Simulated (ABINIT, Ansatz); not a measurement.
# KI (Fm-3m): modes at Γ and the response to a field

Wanted: the vibrations of KI (Fm-3m) at Γ, by two programs.

Program: ABINIT 10.8.3. Level of theory: DFT LDA, scalar-relativistic, plane waves, PseudoDojo norm-conserving pseudopotentials. Results are calculated unless marked as measured.

## (1) The starting structure

Symmetry: Fm-3m, No. 225, cubic system. The conventional cell has a = 6.818 Å, b = 6.818 Å, c = 6.818 Å, α = 90.00°, β = 90.00°, γ = 90.00°. Nearest to K lie 6 I at 3.41 Å. Nearest to I lie 6 K at 3.41 Å. Farther neighbours and most contacts between anions are not listed.

## (2) Relaxation

The harmonic expansion needs vanishing forces, and a free crystal bears no stress, so cell and atoms are brought to rest. Stress is more sensitive to the basis than forces are: the last 3 Ha under the cutoff are smoothed with ecutsm, and the cutoff is raised above that of the later runs.

The starting cell comes from a relaxation made beforehand in Ansatz (LDA, PseudoDojo NC).

The input, relax.abi:

```
# relaxation
ionmov 2
optcell 2
dilatmx 1.08
ntime 40
tolmxf 1.0d-05
tolvrs 1.0d-14
prtwf 0
prtden 0
chksymtnons 0

# basis, mesh and filling
ecut 40.0
ecutsm 3.0
ngkpt 6 6 6
nshiftk 1
shiftk 0.0 0.0 0.0
istwfk *1
occopt 1
nband 8
nstep 100
diemac 9.0
prtebands 0
prtgsr 0
useylm 1

# cell and atoms
acell 3*1.0 Angstrom
rprim 
    0.0 3.408842607 3.408842607
    3.408842607 0.0 3.408842607
    3.408842607 3.408842607 0.0
ntypat 2
znucl 19 53
natom 2
typat 1 2
xred 
    0.0 0.0 0.0
    0.5 0.5 0.5
pp_dirpath "./pseudo"
pseudos "K.upf, I.upf"
```

Command:

```bash
> OMP_NUM_THREADS=1 mpirun -n 2 abinit relax.abi > relax.log
```

Numbers of over 12 decimals in the logs are rounded to 6 here.

relax.abo, the main output file:

```text
[banners, grids, parts of the stress and lines that vanish by symmetry left out]
- input  file    -> relax.abi
- output file    -> relax.abo
- root for input  files -> relaxi
[...]
Symmetries : space group Fm -3 m (#225); Bravais cF (face-center cubic)
[...]
mpw =        8166          nfft =      216000          nkpt =          16
[...]
== DATASET  1 ==================================================================
[...]
cutoff_energies: {ecut:  40.0, pawecutdg:  -1.0, }
[...]
ETOT  1  -43.018458317488    -4.302E+01 6.057E-02 7.271E+01
 ETOT  2  -43.045109367847    -2.665E-02 2.152E-05 2.300E+00
 ETOT  3  -43.045243439022    -1.341E-04 5.245E-07 5.518E-02
 ETOT  4  -43.045244190230    -7.512E-07 4.781E-08 9.749E-03
 ETOT  5  -43.045244430272    -2.400E-07 3.052E-08 2.081E-04
[...]
ETOT 10  -43.045244447655    -1.002E-12 4.565E-16 7.008E-13
 ETOT 11  -43.045244447659    -4.164E-12 2.319E-17 1.690E-15
 At SCF step   11       vres2   =  1.69E-15 < tolvrs=  1.00E-14 =>converged.
[...]
sigma(1 1)=  5.20128524E-08  sigma(3 2)=  0.00000000E+00
  sigma(2 2)=  5.20128524E-08  sigma(3 1)=  0.00000000E+00
  sigma(3 3)=  5.20128524E-08  sigma(2 1)=  0.00000000E+00
[...]
convergence: {deltae: -4.164E-12, res2:  1.690E-15, residm:  2.319E-17, diffor: null, }
etotal    :  -4.30452444E+01
[...]
At Broyd/MD step   1, gradients are converged :
[...]
sigma(1 1)=  5.20128524E-08  sigma(3 2)=  0.00000000E+00
  sigma(2 2)=  5.20128524E-08  sigma(3 1)=  0.00000000E+00
  sigma(3 3)=  5.20128524E-08  sigma(2 1)=  0.00000000E+00
[...]
- sigma(1 1)=  1.53027095E-03  sigma(3 2)=  0.00000000E+00
- sigma(2 2)=  1.53027095E-03  sigma(3 1)=  0.00000000E+00
- sigma(3 3)=  1.53027095E-03  sigma(2 1)=  0.00000000E+00
[...]
fcart     -0.0000000000E+00 -0.0000000000E+00 -0.0000000000E+00
           strten      5.2012852391E-08  5.2012852391E-08  5.2012852391E-08
================================================================================

[key lines of the parts left out:]
pressure_GPa:  -1.5303E-03
Total energy (etotal) [Ha]= -4.30452444476591E+01
```

Wall time 38 s (2 MPI ranks of Arm Neoverse N1, shared host).

Little changed from the start: no atom moved by 0.005 Å and no cell edge by 0.1 %.

Read from the output:

| Item | Value |
| --- | --- |
| volume per atom | 39.61 Å³ |
| pressure | -0.001530 GPa |

## (3) Ground state

First-order wavefunctions inherit every error of the ground state, hence the very tight tolvrs. The mesh is shifted off Γ, since shifted meshes converge sums over the zone faster.

The input, gs.abi:

```
# ground state
tolvrs 1.0d-16
prtden 1
prtwf 1

# basis, mesh and filling
ecut 32.0
ngkpt 4 4 4
nshiftk 4
shiftk 
    0.5 0.5 0.5
    0.5 0.0 0.0
    0.0 0.5 0.0
    0.0 0.0 0.5
istwfk *1
occopt 1
nband 8
nstep 100
diemac 9.0
prtebands 0
prtgsr 0
useylm 1

# cell and atoms
acell 3*1.0 Angstrom
rprim 
    0.0 3.408842609 3.408842609
    3.408842609 0.0 3.408842609
    3.408842609 3.408842609 0.0
ntypat 2
znucl 19 53
natom 2
typat 1 2
xred 
    0.0 0.0 0.0
    0.5 0.5 0.5
pp_dirpath "./pseudo"
pseudos "K.upf, I.upf"
```

Command:

```bash
> OMP_NUM_THREADS=1 mpirun -n 2 abinit gs.abi > gs.log
```

gs.abo, the main output file:

```text
[banners, grids, parts of the stress and lines that vanish by symmetry left out]
- input  file    -> gs.abi
- output file    -> gs.abo
- root for input  files -> gsi
[...]
Symmetries : space group Fm -3 m (#225); Bravais cF (face-center cubic)
[...]
mpw =        4646          nfft =      110592          nkpt =          10
[...]
== DATASET  1 ==================================================================
[...]
cutoff_energies: {ecut:  32.0, pawecutdg:  -1.0, }
[...]
ETOT  1  -43.028051724443    -4.303E+01 3.559E-02 3.704E+01
 ETOT  2  -43.045009986087    -1.696E-02 9.008E-06 1.071E+00
 ETOT  3  -43.045126404739    -1.164E-04 3.321E-07 3.121E-02
 ETOT  4  -43.045127155231    -7.505E-07 4.431E-08 3.558E-03
 ETOT  5  -43.045127304023    -1.488E-07 2.225E-08 7.896E-05
[...]
ETOT 11  -43.045127318526     1.300E-12 1.479E-18 3.251E-15
 ETOT 12  -43.045127318525     1.279E-12 1.809E-19 2.835E-17
 At SCF step   12       vres2   =  2.84E-17 < tolvrs=  1.00E-16 =>converged.
[...]
sigma(1 1)=  3.13597886E-06  sigma(3 2)=  0.00000000E+00
  sigma(2 2)=  3.13597886E-06  sigma(3 1)=  0.00000000E+00
  sigma(3 3)=  3.13597886E-06  sigma(2 1)=  0.00000000E+00
[...]
convergence: {deltae:  1.279E-12, res2:  2.835E-17, residm:  1.809E-19, diffor: null, }
etotal    :  -4.30451273E+01
[...]
sigma(1 1)=  3.13597886E-06  sigma(3 2)=  0.00000000E+00
  sigma(2 2)=  3.13597886E-06  sigma(3 1)=  0.00000000E+00
  sigma(3 3)=  3.13597886E-06  sigma(2 1)=  0.00000000E+00
[...]
- sigma(1 1)=  9.22636835E-02  sigma(3 2)=  0.00000000E+00
- sigma(2 2)=  9.22636835E-02  sigma(3 1)=  0.00000000E+00
- sigma(3 3)=  9.22636835E-02  sigma(2 1)=  0.00000000E+00
[...]
fcart     -0.0000000000E+00 -0.0000000000E+00 -0.0000000000E+00
           strten      3.1359788614E-06  3.1359788614E-06  3.1359788614E-06
================================================================================

[key lines of the parts left out:]
pressure_GPa:  -9.2264E-02
```

Elapsed: 14 s, on 2 MPI ranks.

This step gave:

* pressure: -0.09226 GPa

The cell stands at -0.092 GPa, close enough for phonons.

## (4) Empty bands

Empty bands on the ground state's density check that the gap assumed so far is there in this cell.

The input, gap.abi:

```
# empty bands on the ground state's density
iscf -2
getden_filepath "gso_DEN"
tolwfr 1.0d-12
nbdbuf 2
prtwf 0

# basis, mesh and filling
ecut 32.0
ngkpt 6 6 6
nshiftk 1
shiftk 0.0 0.0 0.0
istwfk *1
occopt 1
nband 12
nstep 100
diemac 9.0
prtebands 0
prtgsr 0
useylm 1

# cell and atoms
acell 3*1.0 Angstrom
rprim 
    0.0 3.408842609 3.408842609
    3.408842609 0.0 3.408842609
    3.408842609 3.408842609 0.0
ntypat 2
znucl 19 53
natom 2
typat 1 2
xred 
    0.0 0.0 0.0
    0.5 0.5 0.5
pp_dirpath "./pseudo"
pseudos "K.upf, I.upf"
```

Command:

```bash
> OMP_NUM_THREADS=1 mpirun -n 2 abinit gap.abi > gap.log
```

gap.abo, the main output file:

```text
[banners, grids, parts of the stress and lines that vanish by symmetry left out]
- input  file    -> gap.abi
- output file    -> gap.abo
- root for input  files -> gapi
[...]
Symmetries : space group Fm -3 m (#225); Bravais cF (face-center cubic)
[...]
mpw =        4656          nfft =      110592          nkpt =          16
[...]
== DATASET  1 ==================================================================
[...]
cutoff_energies: {ecut:  32.0, pawecutdg:  -1.0, }
[...]
-outvars: echo values of variables after computation
            acell      1.8897261259E+00  1.8897261259E+00  1.8897261259E+00 Bohr
================================================================================
```

It took 23 s on 2 MPI ranks.

Numbers from this step:

- gap on the k-mesh: 3.866 eV

In this cell the gap on the mesh is 3.9 eV, direct, so fixed occupations hold.

## (5) Zone-centre response

The derivative of the wavefunctions by k comes first, since the response to a field is built on it; then the field and the displacements that symmetry doesn't supply are solved at q = 0.

It reads the wavefunctions written in step 3.

The input, dfpt_gamma.abi:

```
ndtset 2

# common to the responses
getwfk_filepath "gso_WFK"
kptopt 2
nqpt 1
qpt 0.0 0.0 0.0
asr 0
chneut 0

# d/dk
rfelfd1 2
rfdir1 1 1 1
iscf1 -3
tolwfr1 1.0d-20

# displacements, field
rfphon2 1
rfatpol2 1 2
rfdir2 1 1 1
rfelfd2 3
getddk2 1
tolvrs2 1.0d-10
prtwf2 0

# basis, mesh and filling
ecut 32.0
ngkpt 4 4 4
nshiftk 4
shiftk 
    0.5 0.5 0.5
    0.5 0.0 0.0
    0.0 0.5 0.0
    0.0 0.0 0.5
istwfk *1
occopt 1
nband 8
nstep 100
diemac 9.0
prtebands 0
prtgsr 0
useylm 1

# cell and atoms
acell 3*1.0 Angstrom
rprim 
    0.0 3.408842609 3.408842609
    3.408842609 0.0 3.408842609
    3.408842609 3.408842609 0.0
ntypat 2
znucl 19 53
natom 2
typat 1 2
xred 
    0.0 0.0 0.0
    0.5 0.5 0.5
pp_dirpath "./pseudo"
pseudos "K.upf, I.upf"
```

Command:

```bash
> OMP_NUM_THREADS=1 mpirun -n 2 abinit dfpt_gamma.abi > dfpt_gamma.log
```

dfpt_gamma.abo, the main output file:

```text
[banners, grids, parts of the stress and lines that vanish by symmetry left out]
- input  file    -> dfpt_gamma.abi
- output file    -> dfpt_gamma.abo
- root for input  files -> dfpt_gammai
[...]
DATASET    1 : space group Fm -3 m (#225); Bravais cF (face-center cubic)
[...]
nfft =      110592          nkpt =         128
[...]
DATASET    2 : space group Fm -3 m (#225); Bravais cF (face-center cubic)
[...]
nfft =      110592          nkpt =         128
[...]
== DATASET  1 ==================================================================
[...]
cutoff_energies: {ecut:  32.0, pawecutdg:  -1.0, }
[...]
- 53.00000   7.00000  180309                  znucl, zion, pspdat
[...]
Perturbation : derivative vs k along direction   1
[...]
-ETOT  1  -11.526231101319     -1.153E+01 2.841E-02 0.000E+00
 ETOT  2  -11.580273567438     -5.404E-02 1.235E-03 0.000E+00
 ETOT  3  -11.580927615621     -6.540E-04 2.693E-05 0.000E+00
 ETOT  4  -11.580938904435     -1.129E-05 1.216E-06 0.000E+00
 ETOT  5  -11.580939155155     -2.507E-07 3.985E-08 0.000E+00
[...]
At SCF step   15   max residual=  9.93E-21 < tolwfr=  1.00E-20 =>converged.
[...]
Perturbation : derivative vs k along direction   2
[...]
-ETOT  1  -11.526231101145     -1.153E+01 2.841E-02 0.000E+00
[...]
At SCF step   15   max residual=  9.93E-21 < tolwfr=  1.00E-20 =>converged.
[...]
Perturbation : derivative vs k along direction   3
[...]
-ETOT  1  -11.526231100972     -1.153E+01 2.841E-02 0.000E+00
[...]
At SCF step   15   max residual=  9.93E-21 < tolwfr=  1.00E-20 =>converged.
[...]
1        1       1.6687352569    0.0000000000
     1        2       0.8343676284    0.0000000000
     1        3       0.8343676284   -0.0000000000
     2        1       0.8343676284    0.0000000000
     2        2       1.6687352569    0.0000000000
     2        3       0.8343676284    0.0000000000
     3        1       0.8343676284   -0.0000000000
     3        2       0.8343676284    0.0000000000
     3        3       1.6687352569    0.0000000000
[...]
== DATASET  2 ==================================================================
[...]
cutoff_energies: {ecut:  32.0, pawecutdg:  -1.0, }
[...]
Perturbation : displacement of atom   1   along direction   1
[...]
-ETOT  1   6.120654     -2.725E+03 7.923E+00 4.956E+02
[...]
At SCF step   13       vres2   =  3.55E-12 < tolvrs=  1.00E-10 =>converged.
[...]
Perturbation : displacement of atom   2   along direction   1
[...]
-ETOT  1   1.553274     -3.745E+02 1.102E+00 8.686E+02
[...]
At SCF step   10       vres2   =  2.29E-11 < tolvrs=  1.00E-10 =>converged.
[...]
Perturbation : homogeneous electric field along direction   1
[...]
-ETOT  1  -52.184401921674     -5.218E+01 7.045E-01 5.113E+04
[...]
ETOT 11  -64.412808624526     -1.592E-12 5.548E-14 1.973E-10
 ETOT 12  -64.412808624526      1.990E-13 1.355E-15 2.123E-11
 At SCF step   12       vres2   =  2.12E-11 < tolvrs=  1.00E-10 =>converged.
[...]
Dielectric tensor, in cartesian coordinates,
[...]
1    4   1    4         3.1219018277        -0.0000000000
   1    4   2    4        -0.0000000000        -0.0000000000
   1    4   3    4        -0.0000000000        -0.0000000000
   2    4   1    4        -0.0000000000        -0.0000000000
   2    4   2    4         3.1219018277        -0.0000000000
   2    4   3    4        -0.0000000000        -0.0000000000
   3    4   1    4        -0.0000000000        -0.0000000000
   3    4   2    4        -0.0000000000        -0.0000000000
   3    4   3    4         3.1219018277        -0.0000000000
  Effective charges, in cartesian coordinates,
[...]
1    1   1    4         1.1062228799         0.0000000000
   2    1   1    4         0.0000000000         0.0000000000
   3    1   1    4        -0.0000000000         0.0000000000
   1    2   1    4        -1.1058247226         0.0000000000
   2    2   1    4        -0.0000000000         0.0000000000
[...]
Effective charges, in cartesian coordinates,
[...]
2    4   1    2         0.0000000000         0.0000000000
   3    4   1    2         0.0000000000         0.0000000000
   1    4   2    2        -0.0000000000         0.0000000000
   2    4   2    2        -1.1058247475         0.0000000000
   3    4   2    2        -0.0000000000         0.0000000000
   1    4   3    2         0.0000000000         0.0000000000
   2    4   3    2        -0.0000000000         0.0000000000
   3    4   3    2        -1.1058247475         0.0000000000
  Phonon wavevector (reduced coordinates) :  0.00000  0.00000  0.00000
 Phonon energies in Hartree :
[...]
Phonon frequencies in cm-1    :
-  3.072892E-01  3.072894E-01  3.072898E-01  1.147114E+02  1.147114E+02
-  1.147114E+02
  Phonon at Gamma, with non-analyticity in the
[...]
Phonon energies in Hartree :
[...]
Phonon frequencies in cm-1    :
-  3.072892E-01  3.072894E-01  3.074481E-01  1.147114E+02  1.147114E+02
-  1.459549E+02
  Phonon at Gamma, with non-analyticity in the
[...]
Phonon energies in Hartree :
[...]
Phonon frequencies in cm-1    :
-  3.072892E-01  3.072898E-01  3.074477E-01  1.147114E+02  1.147114E+02
-  1.459549E+02
  Phonon at Gamma, with non-analyticity in the
[...]
Phonon energies in Hartree :
[...]
Phonon frequencies in cm-1    :
-  3.072894E-01  3.072898E-01  3.074475E-01  1.147114E+02  1.147114E+02
-  1.459549E+02
[...]
fcart2     0.0000000000E+00  0.0000000000E+00  0.0000000000E+00
           strten2     0.0000000000E+00  0.0000000000E+00  0.0000000000E+00
================================================================================
```

The job ended after 12 min (2 MPI ranks; 24 min of CPU time).

Numbers from this step:

```
miss of the charge sum rule                                       : 3.98e-4 e
largest acoustic frequency at the zone centre before the sum rule : 0.31 cm⁻¹
highest optical zone-centre mode (no LO-TO term)                  : 114.7 cm⁻¹
lowest optical zone-centre mode                                   : 114.7 cm⁻¹
mean high-frequency dielectric constant                           : 3.122
largest Born charge in size (third of the trace)                  : 1.106 e
```

Born charge (rows field, columns displacement), before the sum rule (e), principal values of the symmetric part by kind of site:

```csv
atom,atoms with these values,low,middle,high,mean
K1,1,1.11,1.11,1.11,1.11
I2,1,-1.11,-1.11,-1.11,-1.11
```

In full for I2:

```
-1.11  0.00  0.00
 0.00 -1.11  0.00
 0.00  0.00 -1.11
```

High-frequency dielectric tensor:

```
3.12 0.00 0.00
0.00 3.12 0.00
0.00 0.00 3.12
```

The acoustic modes at Γ come out as far as 0.3 cm⁻¹ from zero, where they should vanish, a small numerical error; the Born charges miss their sum rule by 4.0e-4 e, which is good.

(Part 1 of 2 ends here.)

[Host names and launcher messages were left out of these logs when they were recorded.]

[Logs are printed without paths, hosts, clocks, repeated set-up lines and the standing remarks that a program may print on its own settings, such as how far it seeks lower states.]

[Hosts, paths, dates, database ids (printed as entryN), source tags and the programs' standing remarks are cut or masked in the printed files.]
